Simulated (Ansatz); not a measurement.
# PtSe2: changing the Hubbard U on Pt d

```
Pt Se
1.0
     3.72400    0.00000    0.00000
    -1.86200    3.22508    0.00000
     0.00000    0.00000    5.06200
Pt Se
1 2
Direct
  0.00000 0.00000 0.00000
  0.66667 0.33333 0.75000
  0.33333 0.66667 0.25000
```

Kept alike: task projected density of states; functional LDA; k mesh 8 × 8 × 5; occupations fermi-dirac, width 0.05 eV; no spin polarisation. Program: Ansatz, Ansatz PAW, cutoff 420 eV. The mesh is that of the run's cell of 3 atoms. No spin-orbit coupling.

| Hubbard U on Pt d, U (eV) | pressure (GPa) |
| --- | --- |
| 0 | -0.48 |
| 1 | -0.42 |
| 2 | -0.36 |
| 3 | ? |
| 4 | -0.17 |
| 5 | -0.06 |
| 6 | 0.07 |
| 8 | 0.39 |

Pressure is positive in compression, with a Pulay correction for the finite cutoff. U acts here on a shell without spin polarisation. For a metal such a mesh leaves the last digits unconverged. How U acts hangs on the program's projectors. All rows use potentials made for PBE. U is the effective U - J on orthogonalised atomic projectors. Double counting: fully localised limit (the default).

Q: Fit the rows shown and predict the run at 3 eV.

A: A least-squares parabola through the rows shown is pressure = 0.00812 U² + 0.0431 U - 0.477 (largest miss 0.006); at U = 3 it gives -0.27 GPa. The run gave: pressure -0.27 GPa.
